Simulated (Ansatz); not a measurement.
`BC(F)(F)F` + `N=C([SiH3])S` → `BSC(=N)[SiH3]` + trifluoromethane  (ligand exchange at a B–C bond)

Computed with Ansatz on PBE0-D4/def2-TZVP structures; ΔE is electronic, products minus reactants. CBS: MP2 limit from def2 TZ/QZ plus the TZ coupled-cluster correction, frozen cores. This one scheme is used for every species. Functionals use def2-TZVPP. B3LYP here is the variant with VWN-RPA as its local correlation; programs differ in this. Each species was taken in one conformer, which may not be the lowest.

Problem. Is it downhill or uphill in electronic energy at CCSD(T)/CBS, and by how much? (Best estimate.)

Solution. Ansatz gave: Downhill: ΔE = -1.25 eV.

Problem. What do these levels give: B3LYP-D4, ωB97M-V, B2PLYP, r2SCAN, B3LYP, HF/def2-TZVPP, MP2/def2-TZVPP, SCS-MP2/def2-TZVPP, CCSD/def2-TZVPP, CCSD(T)/def2-TZVPP, HF/def2-QZVPP, HF/CBS(def2)? (Best estimate.)

Solution. The calculation gave: B3LYP-D4 -1.21, ωB97M-V -1.21, B2PLYP -1.22, r2SCAN -1.24, B3LYP -1.17, HF/def2-TZVPP -1.12, MP2/def2-TZVPP -1.33, SCS-MP2/def2-TZVPP -1.26, CCSD/def2-TZVPP -1.23, CCSD(T)/def2-TZVPP -1.27, HF/def2-QZVPP -1.11, HF/CBS(def2) -1.11 eV.

Largest T1 diagnostic among the species: 0.015.

In def2-TZVPP, CCSD(T) changes the Hartree–Fock value by −0.16 eV (the triples alone add −0.04 eV) and MP2 by −0.21 eV. The D4 term adds −0.05 eV with B3LYP and −0.03 eV with PBE0; it sums over pairs of atoms, weighted by their polarisabilities, and B3LYP, whose exchange is more repulsive, gets the larger term.
